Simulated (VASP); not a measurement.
# SnTe (Fm-3m) in VASP: a series of runs

The runs below take SnTe through single point, with r2SCAN, HSE06.

Everything below comes from runs of VASP 6.6.1. Logs are shortened: lines on timing, memory, paths and dates and some standing lists are left out, and cuts for length are marked.

**The experiment to reproduce.**

A printed reference work, textbook reports, for a bulk crystal of SnTe at 300 K: band gap 0.18 eV (direct).

The results are compared with them further down.

## Step 1: The cell of the first run

Symmetry: Fm-3m, No. 225, cubic system. The conventional cell has a = 6.379 Å, b = 6.379 Å, c = 6.379 Å, α = 90.00°, β = 90.00°, γ = 90.00°. Within 4.2 Å of Sn (site symmetry m-3m) lie 6 Te at 3.19 Å. Within 4.2 Å of Te (site symmetry m-3m) lie 6 Sn at 3.19 Å.

## Step 2: Single point, r2SCAN

Input file POSCAR:

```
SnTe
1.0
    0.0000000000      3.1893545730      3.1893545730
    3.1893545730      0.0000000000      3.1893545730
    3.1893545730      3.1893545730      0.0000000000
Sn Te
1 1
Direct
    0.0000000000      0.0000000000      0.0000000000
    0.5000000000      0.5000000000      0.5000000000
```

Input file INCAR.step1:

```
ALGO = Normal ; EDIFF = 1E-4
ENCUT = 520 ; GGA = PE
ISMEAR = -1 ; LASPH = True
LCHARG = False ; LREAL = False
LWAVE = True ; NBANDS = 17
NELM = 80 ; PREC = Accurate
SIGMA = 0.02
```

Input file INCAR.step2:

```
ALGO = Normal ; EDIFF = 1E-7
ENCUT = 520 ; ISIF = 2
ISMEAR = -1 ; ISTART = 1
LASPH = True ; LCHARG = True
LELF = True ; LMIXTAU = True
LREAL = False ; LVHAR = True
LWAVE = False ; METAGGA = R2SCAN
NBANDS = 17 ; NELM = 80
PREC = Accurate ; SIGMA = 0.02
```

Input file KPOINTS:

```
k-points
0
Gamma
  6 6 6
```

Potentials or basis: VASP PAW PBE potentials, release 64 (Sn_d, Te).

Launch:

```
cat potpaw_PBE.64/Sn_d/POTCAR potpaw_PBE.64/Te/POTCAR > POTCAR
cp INCAR.step1 INCAR
mpirun -np 1 vasp_std > vasp.out
cp INCAR.step2 INCAR
mpirun -np 1 vasp_std > vasp.out
```

OUTCAR:

```text
EDIFF = 1E-7
   ENCUT = 520
   ISIF = 2
   ISMEAR = -1
   ISTART = 1
   LASPH = True
   LREAL = False
   METAGGA = R2SCAN
   NELM = 80
   PREC = Accurate

 ion  position               nearest neighbor table
   1  0.000  0.000  0.000-   2 3.19   2 3.19   2 3.19   2 3.19   2 3.19   2 3.19
   2  0.500  0.500  0.500-   1 3.19   1 3.19   1 3.19   1 3.19   1 3.19   1 3.19

  LATTYP: Found a face centered cubic cell.
 ALAT       =     6.3787091460

  Lattice vectors:

 A1 = (   0.0000000000,   3.1893545730,   3.1893545730)
 A2 = (   3.1893545730,   0.0000000000,   3.1893545730)
 A3 = (   3.1893545730,   3.1893545730,   0.0000000000)

Analysis of symmetry for initial positions (statically):
=====================================================================
 Subroutine PRICEL returns:
 Original cell was already a primitive cell.

 Routine SETGRP: Setting up the symmetry group for a
 face centered cubic supercell.

 Subroutine GETGRP returns: Found 48 space group operations
 (whereof 48 operations were pure point group operations)
 out of a pool of 48 trial point group operations.

The static configuration has the point symmetry O_h .

Analysis of symmetry for dynamics (positions and initial velocities):
=====================================================================
 Subroutine PRICEL returns:
 Original cell was already a primitive cell.

 Routine SETGRP: Setting up the symmetry group for a
 face centered cubic supercell.

 Subroutine GETGRP returns: Found 48 space group operations
 (whereof 48 operations were pure point group operations)
 out of a pool of 48 trial point group operations.

The dynamic configuration has the point symmetry O_h .

 Subroutine INISYM returns: Found 48 space group operations
 (whereof 48 operations are pure point group operations),
 and found     1 'primitive' translations

----------------------------------------------------------------------------------------

                                     Primitive cell

  volume of cell :      64.8841

  direct lattice vectors                    reciprocal lattice vectors
     0.000000000  3.189354573  3.189354573    -0.156771531  0.156771531  0.156771531
     3.189354573  0.000000000  3.189354573     0.156771531 -0.156771531  0.156771531
     3.189354573  3.189354573  0.000000000     0.156771531  0.156771531 -0.156771531

[... 69 lines left out ...]
   LNONCOLLINEAR =      F non collinear calculations
   LSORBIT =      F    spin-orbit coupling
   LASPH  =      T    aspherical Exc in radial PAW
   ENCUT  =  520.0 eV  38.22 Ry    6.18 a.u.   8.39  8.39  8.39*2*pi/ulx,y,z
   NELM   =     80;   NELMIN=  2; NELMDL=  0     # of ELM steps
   EDIFF  = 0.1E-06   stopping-criterion for ELM
   LREAL  =      F    real-space projection
   EDIFFG = 0.1E-05   stopping-criterion for IOM
   NSW    =      0    number of steps for IOM
   IBRION =     -1    ionic relax: 0-MD 1-quasi-New 2-CG
   NFREE  =      0    steps in history (QN), initial steepest desc. (CG)
   ISIF   =      2    stress and relaxation
   ISYM   =      2    0-nonsym 1-usesym 2-fastsym
   POTIM  = 0.5000    time-step for ionic-motion
   TEBEG  =    0.0;   TEEND  =   0.0 temperature during run
   PSTRESS=    0.0 pullay stress
   NELECT =      20.0000    total number of electrons
   NUPDOWN=      -1.0000    fix difference up-down
   EMIN   =  10.00;   EMAX   =-10.00  energy-range for DOS
   EFERMI =   0.00;   METHOD = LEGACY
   ISMEAR =    -1;   SIGMA  =   0.02  broadening in eV -4-tet -1-fermi 0-gaus
   EFERMI_NEDOS =   21; number of points for ismear=-14 and -15
   IALGO  =     38    algorithm
   IMIX   =      4    mixing-type and parameters
     AMIX     =   0.40;   BMIX     =  1.00
     AMIX_MAG =   1.60;   BMIX_MAG =  1.00
  volume/ion in A,a.u.               =      32.44       218.93
  Fermi-wavevector in a.u.,A,eV,Ry     =   1.105873  2.089797 16.639322  1.222956
  Thomas-Fermi vector in A             =   2.242366
   LORBIT       =      0    0 simple, 1 ext, 2 COOP (PROOUT), +10 PAW based schemes
   METAGGA = R2SCAN    functional components
   LHFCALC =     F    Hartree Fock is set to
   AEXX    =    0.0000 exact exchange contribution
   IVDW    =     0    specifies the selected vdW correction
   LEPSILON=     F    determine dielectric tensor
   LRPA    =     F    only Hartree local field effects (RPA)
 non-spin polarized calculation
  energy-cutoff  :      520.00
  volume of cell :       64.88
 maximum number of plane-waves:      1807
 NGX is ok and might be reduce to    36
   NGX = 17   NGY = 17   NGZ = 17

 number of electron      20.0000002 magnetization

 Free energy of the ion-electron system (eV)
  ---------------------------------------------------
  ext. energy  EPLUGINS =         0.00000000
  ---------------------------------------------------
  free energy    TOTEN  =       -50.68393304 eV

  energy without entropy =      -50.68374909  energy(sigma->0) =      -50.68384106

 E-fermi :   6.6283     XC(G=0):  -9.8930

 val. band max:        6.5566367700   @ k =   0.5000   0.0000   0.0000
 cond. band min:       6.7000230857   @ k =   0.5000   0.0000   0.0000
 fundamental gap:      0.1433863157
 Fermi energy:         6.6283289142

 k-point     1 :       0.0000    0.0000    0.0000
  band No.  band energies     occupation
      1     -16.1889      2.00000
      2     -16.1889      2.00000
      3     -16.1803      2.00000
      4     -16.1803      2.00000
      5     -16.1803      2.00000
      6      -6.6561      2.00000
[... 297 lines left out ...]
      4     -16.1740      2.00000
      5     -16.1706      2.00000
      6      -5.0281      2.00000
[... 9 lines left out ...]
     16      16.8749      0.00000
     17      18.0622      0.00000

------------------------ aborting loop because EDIFF is reached ----------------------------------------

  FORCE on cell =-STRESS in cart. coord.  units (eV):
  Direction    XX          YY          ZZ          XY          YZ          ZX
  --------------------------------------------------------------------------------------
  -------------------------------------------------------------------------------------
  Total       -0.0052965     -0.0052965     -0.0052965      0.0000000      0.0000000      0.0000000
  in kB       -0.1307867     -0.1307867     -0.1307867      0.0000000      0.0000000      0.0000000
  external PRESSURE =      -0.1307867 kB  Pullay stress =       0.0000000 kB

 VOLUME and BASIS-vectors are now :
 -----------------------------------------------------------------------------
  energy-cutoff  :      520.00
  volume of cell :       64.88
      direct lattice vectors                 reciprocal lattice vectors
     0.000000000  3.189354573  3.189354573    -0.156771531  0.156771531  0.156771531
     3.189354573  0.000000000  3.189354573     0.156771531 -0.156771531  0.156771531
     3.189354573  3.189354573  0.000000000     0.156771531  0.156771531 -0.156771531

 POSITION                                       TOTAL-FORCE (eV/Angst)
 -----------------------------------------------------------------------------------
      0.00000      0.00000      0.00000         0.000000     -0.000000     -0.000000
      3.18935      3.18935      3.18935        -0.000000      0.000000      0.000000
 -----------------------------------------------------------------------------------
    total drift:                               -0.000000      0.000000      0.000000

  FREE ENERGIE OF THE ION-ELECTRON SYSTEM (eV)
  ---------------------------------------------------
  free  energy   TOTEN  =       -50.6839330359 eV

  energy  without entropy=      -50.6837490909  energy(sigma->0) =      -50.68384106
```

OUTCAR.step1:

```text
EDIFF = 1E-4
   ENCUT = 520
   GGA = PE
   ISMEAR = -1
   LASPH = True
[... 530 lines left out ...]
      0.00000      0.00000      0.00000         0.000000      0.000000      0.000000
      3.18935      3.18935      3.18935         0.000000     -0.000000     -0.000000
 -----------------------------------------------------------------------------------
    total drift:                               -0.000000      0.000000      0.000000

  FREE ENERGIE OF THE ION-ELECTRON SYSTEM (eV)
  ---------------------------------------------------
  free  energy   TOTEN  =        -7.5627371773 eV

  energy  without entropy=       -7.5617193535  energy(sigma->0) =       -7.56222827
```

Wall time 96 s (1 thread of AMD EPYC 7R13 (Zen 3), shared host); peak memory 0.19 GiB.

What came out:

```
Free energy            : -50.6839 eV
Pressure               : 0.0 GPa
Band gap on the k mesh : 0.14 eV, direct
```

Caveat: the PAW data sets were made with another functional, which shifts forces and pressure a little; spin-orbit coupling is left out, which moves the levels of the heavy elements.

## Step 3: Single point, HSE06

POSCAR is that of step 2.

Input file INCAR.step1:

```
SYSTEM = SnTe
  PREC = Accurate
  ENCUT = 520
  EDIFF = 1E-5
  ISMEAR = -1
  SIGMA = 0.02
  LREAL = .False.
  LASPH = .True.
  NELM = 60
  ALGO = Normal
  ISIF = 2
  LWAVE = .True.
  NBANDS = 17
  GGA = PE
```

Input file INCAR.step2:

```
SYSTEM = SnTe
  PREC = Accurate
  ENCUT = 520
  EDIFF = 1E-6
  ISMEAR = -1
  SIGMA = 0.02
  LREAL = .False.
  LASPH = .True.
  NELM = 60
  ALGO = Normal
  ISIF = 2
  LWAVE = .False.
  LCHARG = .True.
  GGA = PE
  LHFCALC = .True.
  HFSCREEN = 0.2079
  PRECFOCK = Normal
  LELF = .True.
  LVHAR = .True.
  NBANDS = 17
  ISTART = 1
```

Input file KPOINTS:

```
regular mesh
0
Gamma
  4 4 4
  0 0 0
```

Potentials or basis: VASP PAW PBE potentials, release 64 (Sn_d, Te).

Launch:

```
cat potpaw_PBE.64/Sn_d/POTCAR potpaw_PBE.64/Te/POTCAR > POTCAR
cp INCAR.step1 INCAR
mpirun -np 1 vasp_std > vasp.out
cp INCAR.step2 INCAR
mpirun -np 1 vasp_std > vasp.out
```

OUTCAR:

```text
SYSTEM = SnTe
   PREC = Accurate
   ENCUT = 520
   EDIFF = 1E-6
   ISMEAR = -1
   LREAL = .False.
   LASPH = .True.
   NELM = 60
   ISIF = 2
   GGA = PE
   LHFCALC = .True.
   HFSCREEN = 0.2079
   PRECFOCK = Normal
   ISTART = 1

 ion  position               nearest neighbor table
   1  0.000  0.000  0.000-   2 3.19   2 3.19   2 3.19   2 3.19   2 3.19   2 3.19
   2  0.500  0.500  0.500-   1 3.19   1 3.19   1 3.19   1 3.19   1 3.19   1 3.19

  LATTYP: Found a face centered cubic cell.
 ALAT       =     6.3787091460

  Lattice vectors:

 A1 = (   0.0000000000,   3.1893545730,   3.1893545730)
 A2 = (   3.1893545730,   0.0000000000,   3.1893545730)
 A3 = (   3.1893545730,   3.1893545730,   0.0000000000)

Analysis of symmetry for initial positions (statically):
=====================================================================
 Subroutine PRICEL returns:
 Original cell was already a primitive cell.

 Routine SETGRP: Setting up the symmetry group for a
 face centered cubic supercell.

 Subroutine GETGRP returns: Found 48 space group operations
 (whereof 48 operations were pure point group operations)
 out of a pool of 48 trial point group operations.

The static configuration has the point symmetry O_h .

Analysis of symmetry for dynamics (positions and initial velocities):
=====================================================================
 Subroutine PRICEL returns:
 Original cell was already a primitive cell.

 Routine SETGRP: Setting up the symmetry group for a
 face centered cubic supercell.

 Subroutine GETGRP returns: Found 48 space group operations
 (whereof 48 operations were pure point group operations)
 out of a pool of 48 trial point group operations.

The dynamic configuration has the point symmetry O_h .

 Subroutine INISYM returns: Found 48 space group operations
 (whereof 48 operations are pure point group operations),
 and found     1 'primitive' translations

[... 102 lines left out ...]
   GGA     = PE    functional components
   LHFCALC =     T    Hartree Fock is set to
   PRECFOCK=normal    Normal, Fast or Accurate (Low or Medium for compatibility)
   ENCUT4O =  -1.0   cutoff for four orbital integrals eV
   NKREDX  =     1    reduce k-point grid by
   NKREDY  =     1    reduce k-point grid by
   NKREDZ  =     1    reduce k-point grid by
   AEXX    =    0.2500 exact exchange contribution
   HFSCREEN=    0.2079 screening length (either q_TF or 0.3 A-1)
   HFSCREENC=   0.2079 screening length for correlation (either q_TF or 0.3 A-1)
   ENCUTFOCK=  -1.0 apply spherical cutoff to Coloumb kernel
   IVDW    =     0    specifies the selected vdW correction
   LEPSILON=     F    determine dielectric tensor
   LRPA    =     F    only Hartree local field effects (RPA)
 non-spin polarized calculation
  energy-cutoff  :      520.00
  volume of cell :       64.88
 maximum number of plane-waves:      1807
 NGX is ok and might be reduce to    36
  NGX = 28; NGY = 28; NGZ = 28

 number of electron      20.0000002 magnetization

 Free energy of the ion-electron system (eV)
  ---------------------------------------------------
  ext. energy  EPLUGINS =         0.00000000
  ---------------------------------------------------
  free energy    TOTEN  =        -9.02073781 eV

  energy without entropy =       -9.02057702  energy(sigma->0) =       -9.02065741

 E-fermi :   6.4988     XC(G=0):  -7.7960

 val. band max:        6.3934139514   @ k =   0.5000   0.0000   0.0000
 cond. band min:       6.6041269116   @ k =   0.5000   0.0000   0.0000
 fundamental gap:      0.2107129602
 Fermi energy:         6.4987704302

 k-point     1 :       0.0000    0.0000    0.0000
  band No.  band energies     occupation
      1     -17.9030      2.00000
      2     -17.9030      2.00000
      3     -17.8931      2.00000
      4     -17.8931      2.00000
      5     -17.8931      2.00000
      6      -7.5693      2.00000
[... 137 lines left out ...]
      4     -17.8902      2.00000
      5     -17.8838      2.00000
      6      -5.8103      2.00000
[... 9 lines left out ...]
     16      17.2394      0.00000
     17      17.8951      0.00000

------------------------ aborting loop because EDIFF is reached ----------------------------------------

  FORCE on cell =-STRESS in cart. coord.  units (eV):
  Direction    XX          YY          ZZ          XY          YZ          ZX
  --------------------------------------------------------------------------------------
  -------------------------------------------------------------------------------------
  Total       -0.2051699     -0.2051699     -0.2051699      0.0000000      0.0000000      0.0000000
  in kB       -5.0662401     -5.0662401     -5.0662401      0.0000000      0.0000000      0.0000000
  external PRESSURE =      -5.0662401 kB  Pullay stress =       0.0000000 kB

 VOLUME and BASIS-vectors are now :
 -----------------------------------------------------------------------------
  energy-cutoff  :      520.00
  volume of cell :       64.88
      direct lattice vectors                 reciprocal lattice vectors
     0.000000000  3.189354573  3.189354573    -0.156771531  0.156771531  0.156771531
     3.189354573  0.000000000  3.189354573     0.156771531 -0.156771531  0.156771531
     3.189354573  3.189354573  0.000000000     0.156771531  0.156771531 -0.156771531

 POSITION                                       TOTAL-FORCE (eV/Angst)
 -----------------------------------------------------------------------------------
      0.00000      0.00000      0.00000         0.000000      0.000000      0.000000
      3.18935      3.18935      3.18935        -0.000000     -0.000000     -0.000000
 -----------------------------------------------------------------------------------
    total drift:                                0.000002      0.000001      0.000000

  FREE ENERGIE OF THE ION-ELECTRON SYSTEM (eV)
  ---------------------------------------------------
  free  energy   TOTEN  =        -9.0207378064 eV

  energy  without entropy=       -9.0205770215  energy(sigma->0) =       -9.02065741
```

OUTCAR.step1:

```text
SYSTEM = SnTe
   PREC = Accurate
   ENCUT = 520
   EDIFF = 1E-5
   ISMEAR = -1
   LREAL = .False.
[... 363 lines left out ...]
      0.00000      0.00000      0.00000         0.000000     -0.000000     -0.000000
      3.18935      3.18935      3.18935        -0.000000      0.000000      0.000000
 -----------------------------------------------------------------------------------
    total drift:                               -0.000000      0.000000      0.000000

  FREE ENERGIE OF THE ION-ELECTRON SYSTEM (eV)
  ---------------------------------------------------
  free  energy   TOTEN  =        -7.5562525103 eV

  energy  without entropy=       -7.5528344428  energy(sigma->0) =       -7.55454348
```

Wall time 15 min (1 thread of AMD EPYC 7R13 (Zen 3), shared host); peak memory 0.29 GiB.

Results:

| Item | Value |
| --- | --- |
| Free energy | -9.0207 eV |
| Pressure | -0.5 GPa |
| Band gap on the k mesh | 0.21 eV, direct |

Levels at points of the mesh, in eV from the valence-band top:
```tsv
k point	band 7	band 8	band 9	band 10	band 11	band 12	band 13	band 14
(0.00, 0.00, 0.00)	-5.23	-2.43	-2.43	-2.43	3.81	3.81	3.81	5.23
(0.50, 0.00, 0.00)	-9.13	-2.09	-2.09	0.00	0.21	0.62	0.62	8.32
(0.50, 0.50, 0.00)	-7.11	-6.08	-4.11	-4.11	2.56	5.42	5.42	6.90
```

Caveat: the k points lie up to 0.43 Å⁻¹ apart; the PAW data sets were made with another functional, which shifts forces and pressure a little; spin-orbit coupling is left out, which moves the levels of the heavy elements.

## Step 4: Against experiment

Step 2. A measured gap of SnTe is 0.18 eV (direct; 300 K; a printed reference work, textbook); the calculated 0.14 eV misses it by -0.04 eV. Spin-orbit coupling on Sn, Te is left out. The value is that of r2SCAN on a finite k mesh, which can miss the band edges, without temperature or zero-point motion.
